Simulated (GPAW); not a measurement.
PbF2 (Fluorocronite): dielectric tensor with PBE

Crystal: PbF2 (Fluorocronite).

```
Pb F
1.0
     0.00000    2.96366    2.96366
     2.96366    0.00000    2.96366
     2.96366    2.96366    0.00000
Pb F
1 2
Cartesian
  0.0000 0.0000 0.0000
  4.4455 4.4455 4.4455
  1.4818 1.4818 1.4818
```

- Program: GPAW 26.7.0
- Task: dielectric tensor
- Functional: PBE
- Potentials or basis: GPAW PAW data sets (gpaw-data 1.2.1)
- Cutoff: 600 eV
- Basis: pw
- k mesh: 6 × 6 × 6
- Occupations: fermi-dirac, width 0.001 eV
- Spin: no spin polarisation
- Response ecut: 80 eV
- Maxiter: 150
- Response k mesh: 20 × 20 × 20
- Response bands: 44
- Kernels: ["RPA", "Bootstrap", "ALDA"]
- Coarser k mesh: 14 × 14 × 14

| Quantity | Value |
| --- | --- |
| Band gap on the k mesh | 4.37 eV, indirect (least direct gap 4.49 eV) |
| Electronic dielectric tensor (diagonal) | 3.17 |

Electronic dielectric tensor:
```
3.17 0.00 0.00
0.00 3.17 0.00
0.00 0.00 3.17
```

Wall time 16 min on 1 thread of Arm Neoverse V1, on a shared host, peak memory 1.7 GiB.

Caveat: the long-wavelength limit can be off by a per cent or two; spin-orbit coupling is left out, which as a rule narrows the gap of such compounds by several tenths of an eV. A k mesh can miss the band edges.
